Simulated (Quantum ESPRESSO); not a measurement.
## HgTe (Coloradoite): zone-centre phonons under several settings

```
Hg Te
1.0
     0.00000    3.21450    3.21450
     3.21450    0.00000    3.21450
     3.21450    3.21450    0.00000
Hg Te
1 1
Direct
  0.00000 0.00000 0.00000
  0.75000 0.75000 0.75000
```

All runs used Quantum ESPRESSO 7.5; no spin polarisation; cutoff 1088 eV.

```tsv
level	potentials	k mesh (s: shifted)	geometry	occupations	volume (Å³/atom)	pressure (GPa)	lowest optical mode without the field (cm⁻¹)
LDA	PseudoDojo 0.4.1 SR LDA standard	7 × 7 × 7	given cell, atoms relaxed	cold, width 0.136 eV	33.22	?	?
rev-vdW-DF2	PseudoDojo 0.4.1 SR PBE standard	6 × 6 × 6	relaxed cell	cold, width 0.272 eV	35.89	0.0	102
PBE+D2	PseudoDojo 0.4.1 SR PBE standard	7 × 7 × 7	relaxed cell	cold, width 0.272 eV	33.92	0.0	114
```

Question: What stands in the row left open?

Answer: Pressure 0.2 GPa; lowest optical mode without the field 117 cm⁻¹.

Caveats: the mesh is thin for the phonons of a metal (some runs); the potentials were made for another functional, which shifts forces and pressure (some runs); pairwise dispersion overbinds metals, which lowers pressure and volume (some runs).
